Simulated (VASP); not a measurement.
# Si (I4/mmm) in VASP: a series of runs

One crystal, Si, is run at these levels: PBE; tasks: single point.

All numbers are computed with VASP 6.6.1; they aren't measurements. Logs are shortened: lines on timing, memory, paths and dates and some standing lists are left out, and cuts for length are marked.

## (1) Starting point

Symmetry: I4/mmm, No. 139, tetragonal system. Conventional cell: a = 6.651 Å, b = 6.651 Å, c = 3.845 Å, α = 90.00°, β = 90.00°, γ = 90.00°. Si (site symmetry m2m) is surrounded by 4 Si at 2.34 to 2.38 Å.

This isn't the form of Si at room conditions, which is diamond.

## (2) Single point, PBE

INCAR

```
PREC = Accurate
ENCUT = 450
EDIFF = 1E-4
ISMEAR = 0
SIGMA = 0.05
LREAL = False
LASPH = True
NELM = 100
ALGO = Normal
ISIF = 2
LWAVE = False
LCHARG = False
GGA = PE
NBANDS = 16
ADDGRID = False
```

KPOINTS

```
Automatic mesh
0
Gamma
  5 5 5
```

POSCAR

```
Si
1.0
   -3.3254442900      3.3254442900      1.9223856600
    3.3254442900     -3.3254442900      1.9223856600
    3.3254442900      3.3254442900     -1.9223856600
Si
4
Direct
    0.8211989400      0.1788010600      0.0000000000
    0.1788010600      0.8211989400      0.0000000000
    0.8211989400      0.8211989400      0.6423978800
    0.1788010600      0.1788010600      0.3576021200
```

Potentials or basis: VASP PAW PBE potentials, release 64 (Si).

Started as:

```console
cat potpaw_PBE.64/Si/POTCAR > POTCAR
mpirun -np 1 vasp_std > vasp.out
```

OUTCAR:

```text
PREC = Accurate
   ENCUT = 450
   EDIFF = 1E-4
   ISMEAR = 0
   LREAL = False
   LASPH = True
   NELM = 100
   ISIF = 2
   GGA = PE

 Found     18 irreducible k-points:

 Following reciprocal coordinates:
            Coordinates               Weight
  0.000000  0.000000  0.000000      1.000000
  0.200000  0.000000 -0.000000      8.000000
  0.400000  0.000000  0.000000      8.000000
  0.200000  0.200000 -0.000000      8.000000
  0.400000  0.200000  0.000000     16.000000
 -0.400000  0.200000 -0.000000     16.000000
   k-points           NKPTS =     18   k-points in BZ     NKDIM =     18   number of bands    NBANDS=     16
   number of dos      NEDOS =    301   number of ions     NIONS =      4
   total plane-waves  NPLWV =  46656
   dimension x,y,z NGX =    36 NGY =   36 NGZ =   36
   dimension x,y,z NGXF=    72 NGYF=   72 NGZF=   72
   ions per type =               4
   NGX,Y,Z   is equivalent  to a cutoff of  11.78, 11.78, 11.78 a.u.
   NGXF,Y,Z  is equivalent  to a cutoff of  23.56, 23.56, 23.56 a.u.
 SYSTEM =  unknown system
   PREC   = accura    normal or accurate (medium, high low for compatibility)
   ISTART =      0    job   : 0-new  1-cont  2-samecut
   ICHARG =      2    charge: 1-file 2-atom 10-const
   ISPIN  =      1    spin polarized calculation?
   LNONCOLLINEAR =      F non collinear calculations
   LSORBIT =      F    spin-orbit coupling
   LASPH  =      T    aspherical Exc in radial PAW
   ENCUT  =  450.0 eV  33.07 Ry    5.75 a.u.   8.79  8.79  8.79*2*pi/ulx,y,z
   NELM   =    100;   NELMIN=  2; NELMDL= -5     # of ELM steps
   EDIFF  = 0.1E-03   stopping-criterion for ELM
   LREAL  =      F    real-space projection
   EDIFFG = 0.1E-02   stopping-criterion for IOM
   NSW    =      0    number of steps for IOM
   IBRION =     -1    ionic relax: 0-MD 1-quasi-New 2-CG
   NFREE  =      0    steps in history (QN), initial steepest desc. (CG)
   ISIF   =      2    stress and relaxation
   ISYM   =      2    0-nonsym 1-usesym 2-fastsym
   POTIM  = 0.5000    time-step for ionic-motion
   TEBEG  =    0.0;   TEEND  =   0.0 temperature during run
   PSTRESS=    0.0 pullay stress
   NELECT =      16.0000    total number of electrons
   NUPDOWN=      -1.0000    fix difference up-down
   EMIN   =  10.00;   EMAX   =-10.00  energy-range for DOS
   EFERMI =   0.00;   METHOD = LEGACY
   ISMEAR =     0;   SIGMA  =   0.05  broadening in eV -4-tet -1-fermi 0-gaus
   EFERMI_NEDOS =   21; number of points for ismear=-14 and -15
   IALGO  =     38    algorithm
   IMIX   =      4    mixing-type and parameters
     AMIX     =   0.40;   BMIX     =  1.00
     AMIX_MAG =   1.60;   BMIX_MAG =  1.00
  volume/ion in A,a.u.               =      21.26       143.46
  Fermi-wavevector in a.u.,A,eV,Ry     =   0.938098  1.772748 11.973506  0.880028
  Thomas-Fermi vector in A             =   2.065276
   LORBIT       =      0    0 simple, 1 ext, 2 COOP (PROOUT), +10 PAW based schemes
   GGA     = PE    functional components
   LHFCALC =     F    Hartree Fock is set to
   AEXX    =    0.0000 exact exchange contribution
   IVDW    =     0    specifies the selected vdW correction
   LEPSILON=     F    determine dielectric tensor
   LRPA    =     F    only Hartree local field effects (RPA)
 non-spin polarized calculation
 Gauss-broadening in eV      SIGMA  =   0.05
  energy-cutoff  :      450.00
  volume of cell :       85.04
 maximum number of plane-waves:      1866
   NGX = 17   NGY = 17   NGZ = 17

 number of electron      15.9999999 magnetization

 Free energy of the ion-electron system (eV)
  ---------------------------------------------------
  ext. energy  EPLUGINS =         0.00000000
  ---------------------------------------------------
  free energy    TOTEN  =       -21.26791723 eV

  energy without entropy =      -21.26791723  energy(sigma->0) =      -21.26791723

 E-fermi :   5.3770     XC(G=0):  -9.0817

 val. band max:        5.1383037633   @ k =  -0.4000   0.4000   0.4000
 cond. band min:       5.8964677217   @ k =  -0.2000  -0.2000   0.2000
 fundamental gap:      0.7581639584
 Fermi energy:         5.3769600452

 k-point     1 :       0.0000    0.0000    0.0000
  band No.  band energies     occupation
      1      -6.5938      2.00000
      2      -2.3748      2.00000
      3      -0.1142      2.00000
      4      -0.1142      2.00000
      5       1.6989      2.00000
      6       3.9587      2.00000
[... 8 lines left out ...]
     15      10.9224      0.00000
     16      12.4104      0.00000

 k-point     2 :       0.2000    0.0000   -0.0000
  band No.  band energies     occupation
      1      -6.1573      2.00000
      2      -2.4120      2.00000
      3      -0.6740      2.00000
      4       0.3030      2.00000
      5       1.9305      2.00000
      6       2.3072      2.00000
[... 8 lines left out ...]
     15      10.7491      0.00000
     16      12.3166      0.00000

 k-point     3 :       0.4000    0.0000    0.0000
  band No.  band energies     occupation
      1      -5.0082      2.00000
      2      -2.2658      2.00000
      3      -2.1556      2.00000
      4      -0.4095      2.00000
      5       1.1855      2.00000
      6       1.9964      2.00000
[... 8 lines left out ...]
     15      11.3871      0.00000
     16      13.0549      0.00000

 k-point     4 :       0.2000    0.2000   -0.0000
  band No.  band energies     occupation
      1      -5.1730      2.00000
      2      -2.1588      2.00000
      3      -1.4796      2.00000
      4      -0.9201      2.00000
      5       1.2559      2.00000
      6       2.4395      2.00000
[... 8 lines left out ...]
     15      12.0164      0.00000
     16      12.8392      0.00000

 k-point     5 :       0.4000    0.2000    0.0000
  band No.  band energies     occupation
      1      -4.6281      2.00000
      2      -3.0057      2.00000
      3      -2.3112      2.00000
      4      -0.2327      2.00000
      5       1.0089      2.00000
      6       2.7035      2.00000
[... 8 lines left out ...]
     15      12.3691      0.00000
     16      13.2921      0.00000

 k-point     6 :      -0.4000    0.2000   -0.0000
  band No.  band energies     occupation
      1      -5.7457      2.00000
      2      -3.4509      2.00000
      3      -0.9460      2.00000
      4       0.7852      2.00000
      5       1.9516      2.00000
      6       2.7076      2.00000
[... 8 lines left out ...]
     15      11.3889      0.00000
     16      11.7246      0.00000

 [... further k-points ...]

------------------------ aborting loop because EDIFF is reached ----------------------------------------

  FORCE on cell =-STRESS in cart. coord.  units (eV):
  Direction    XX          YY          ZZ          XY          YZ          ZX
  --------------------------------------------------------------------------------------
  -------------------------------------------------------------------------------------
  Total        0.6660206      0.6660206      0.8391420      0.0000000      0.0000000      0.0000000
  in kB       12.5486901     12.5486901     15.8105204      0.0000000      0.0000000      0.0000000
  external PRESSURE =      13.6359669 kB  Pullay stress =       0.0000000 kB

 VOLUME and BASIS-vectors are now :
 -----------------------------------------------------------------------------
  energy-cutoff  :      450.00
  volume of cell :       85.04
      direct lattice vectors                 reciprocal lattice vectors
    -3.325444290  3.325444290  1.922385660     0.000000000  0.150355849  0.260093492
     3.325444290 -3.325444290  1.922385660     0.150355849  0.000000000  0.260093492
     3.325444290  3.325444290 -1.922385660     0.150355849  0.150355849  0.000000000

 POSITION                                       TOTAL-FORCE (eV/Angst)
 -----------------------------------------------------------------------------------
     -2.13626      2.13626      1.92239        -0.005197      0.005197      0.000000
      2.13626     -2.13626      1.92239         0.005197     -0.005197      0.000000
      2.13626      2.13626      1.92239         0.005197      0.005197      0.000000
      1.18919      1.18919     -0.00000        -0.005197     -0.005197     -0.000000
 -----------------------------------------------------------------------------------
    total drift:                               -0.000000     -0.000000     -0.000000

  FREE ENERGIE OF THE ION-ELECTRON SYSTEM (eV)
  ---------------------------------------------------
  free  energy   TOTEN  =       -21.2679172258 eV

  energy  without entropy=      -21.2679172258  energy(sigma->0) =      -21.26791723
```

OSZICAR:

```text
N       E                     dE             d eps       ncg     rms          rms(c)
DAV:   1     0.205174036764E+02    0.20517E+02   -0.53806E+03   576   0.728E+02
DAV:   2    -0.200275462741E+02   -0.40545E+02   -0.36935E+02   760   0.111E+02
DAV:   3    -0.216811018967E+02   -0.16536E+01   -0.16435E+01   776   0.211E+01
DAV:   4    -0.217018368936E+02   -0.20735E-01   -0.20730E-01   744   0.305E+00
DAV:   5    -0.217022598501E+02   -0.42296E-03   -0.42294E-03   792   0.409E-01    0.682E+00
DAV:   6    -0.213935739635E+02    0.30869E+00   -0.14792E-01   672   0.184E+00    0.414E+00
DAV:   7    -0.212635104945E+02    0.13006E+00   -0.26737E-01   704   0.251E+00    0.361E-01
DAV:   8    -0.212667043644E+02   -0.31939E-02   -0.26277E-02   688   0.863E-01    0.171E-01
DAV:   9    -0.212676558776E+02   -0.95151E-03   -0.17698E-03   776   0.235E-01    0.911E-02
DAV:  10    -0.212678665182E+02   -0.21064E-03   -0.29768E-04   720   0.877E-02    0.363E-02
DAV:  11    -0.212679172258E+02   -0.50708E-04   -0.67158E-05   600   0.455E-02
   1 F= -.21267917E+02 E0= -.21267917E+02  d E =-.115115E-12
```

stdout:

```text
POSCAR found type information on POSCAR Si
 POSCAR found :  1 types and       4 ions
 scaLAPACK will be used
 LDA part: xc-table for (Slater+PW92), standard interpolation
 POSCAR, INCAR and KPOINTS ok, starting setup
 FFT: planning ... GRIDC
 FFT: planning ... GRID_SOFT
 FFT: planning ... GRID
 WAVECAR not read
 entering main loop
```

Wall time 13 s (1 thread of AMD EPYC 9R14 (Zen 4), shared host); peak memory 0.16 GiB.

These settings aren't checked as converged: the numbers below hold their error.

Results:

```yaml
Free_energy: -21.2679 eV
Pressure: 1.4 GPa
Largest_force: 0.007 eV/Å
Band_gap_on_the_k_mesh: 0.76 eV, indirect (least direct gap 0.84 eV)
```

Caveat: an odd mesh through Γ misses points on the zone boundary, where band edges often lie.

## (3) Single point, PBE

INCAR, as its differences from that of step 2:

```diff
@@ -2,3 +2,3 @@
 ENCUT = 450
-EDIFF = 1E-4
+EDIFF = 1E-5
 ISMEAR = 0
```

KPOINTS is that of step 2.

POSCAR is that of step 2.

Potentials or basis: VASP PAW PBE potentials, release 64 (Si).

Started as:

```console
cat potpaw_PBE.64/Si/POTCAR > POTCAR
mpirun -np 1 vasp_std > vasp.out
```

Run time: 15 s. Hardware: 1 thread of AMD EPYC 9R14 (Zen 4), shared host; peak memory 0.16 GiB.

The run converged, but some of its settings lie outside the range that counts as converged, so its numbers aren't taken as properties of the crystal.

What came out:

| Item | Value |
| --- | --- |
| Free energy | -21.2679 eV |
| Pressure | 1.4 GPa |
| Largest force | 0.007 eV/Å |
| Band gap on the k mesh | 0.76 eV, indirect (least direct gap 0.84 eV) |

Caveat: an odd mesh through Γ misses points on the zone boundary, where band edges often lie.

## (4) Single point, PBE

INCAR, as its differences from that of step 3:

```diff
@@ -2,3 +2,3 @@
 ENCUT = 450
-EDIFF = 1E-5
+EDIFF = 1E-6
 ISMEAR = 0
@@ -14,2 +14,2 @@
 NBANDS = 16
-ADDGRID = False
+ADDGRID = True
```

KPOINTS is that of step 3.

POSCAR is that of step 3.

Started as:

```console
cat potpaw_PBE.64/Si/POTCAR > POTCAR
mpirun -np 1 vasp_std > vasp.out
```

Wall time 19 s (1 thread of AMD EPYC 9R14 (Zen 4), shared host); peak memory 0.23 GiB.

The run converged, but some of its settings lie outside the range that counts as converged, so its numbers aren't taken as properties of the crystal.

Results:

```
Free energy            : -21.2679 eV
Pressure               : 1.4 GPa
Largest force          : 0.007 eV/Å
Band gap on the k mesh : 0.76 eV, indirect (least direct gap 0.84 eV)
```

Caveat: an odd mesh through Γ misses points on the zone boundary, where band edges often lie.

## (5) Single point, PBE

INCAR, as its differences from that of step 4:

```diff
@@ -6,3 +6,3 @@
 LREAL = False
-LASPH = True
+LASPH = False
 NELM = 100
@@ -14,2 +14,2 @@
 NBANDS = 16
-ADDGRID = True
+ADDGRID = False
```

KPOINTS is that of step 4.

POSCAR is that of step 4.

Started as:

```console
cat potpaw_PBE.64/Si/POTCAR > POTCAR
mpirun -np 1 vasp_std > vasp.out
```

Wall time 16 s (1 thread of AMD EPYC 9R14 (Zen 4), shared host); peak memory 0.16 GiB.

These settings aren't checked as converged: the numbers below hold their error.

What came out:

```
Free energy            : -21.2680 eV
Pressure               : 1.4 GPa
Largest force          : 0.007 eV/Å
Band gap on the k mesh : 0.76 eV, indirect (least direct gap 0.84 eV)
```

Caveat: an odd mesh through Γ misses points on the zone boundary, where band edges often lie.

[end of part 1 of 2]
